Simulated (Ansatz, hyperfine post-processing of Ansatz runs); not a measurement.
# K2NiO2: isotropic lines and sites in a paramagnetic 17O spectrum

Calculated values: DFT, PBEsol+U, plane-wave PAW, default files (PAW set soft_2), collinear spin, scalar-relativistic (Ansatz), contact and point-dipole shifts scaled to 298 K with Θ = 0 K (a pure Curie law); spin-only moments, above the ordering temperature.

```cif
data_structure
_symmetry_space_group_name_H-M 'P 1'
_symmetry_Int_Tables_number 1
_cell_length_a 7.9056
_cell_length_b 3.9528
_cell_length_c 7.0013
_cell_angle_alpha 106.397
_cell_angle_beta 106.397
_cell_angle_gamma 90.000
_cell_volume 200.60
loop_
_atom_site_label
_atom_site_type_symbol
_atom_site_fract_x
_atom_site_fract_y
_atom_site_fract_z
_atom_site_occupancy
Ni1 Ni 0.00000 0.00000 0.00000 1
Ni2 Ni 0.50000 0.00000 0.00000 1
K3 K 0.17185 0.34370 0.68739 1
K4 K 0.67185 0.34370 0.68739 1
K5 K 0.32815 0.65630 0.31261 1
K6 K 0.82815 0.65630 0.31261 1
O7 O 0.06645 0.13289 0.26578 1
O8 O 0.56645 0.13289 0.26578 1
O9 O 0.43355 0.86711 0.73422 1
O10 O 0.93355 0.86711 0.73422 1
```

17O MAS at 4.7 T (27.1 MHz), 40 kHz, 298 K; contact and dipolar shift alone, no orbital or quadrupolar part; lines under 1.5 % of the strongest are left out. Lines of the NMR spectrum (strongest = 100):

```tsv
position (ppm)	intensity
250.8	20
1724.7	100
3198.6	13
4672.5	4.5
```

**Question.** Which lines are isotropic ones rather than spinning sidebands, and which O atoms give them?

Sidebands are spaced by 1474 ppm (the spinning rate over the resonance of 27.1 MHz). An isotropic line need not be the tallest: it is the area-weighted centre of its own family of sidebands, and the one that stays put when the rate is changed. Isotropic shifts: 1725 ppm for atom 7 and the 3 atoms equivalent to it (bonded to 1 Ni at 1.71 Å), reduced anisotropy 2172 ppm.

[Logs are printed without paths, hosts, clocks, repeated set-up lines and the standing remarks that a program may print on its own settings, such as how far it seeks lower states.]

[Hosts, paths, dates, database ids (printed as entryN), source tags and the programs' standing remarks are cut or masked in the printed files.]
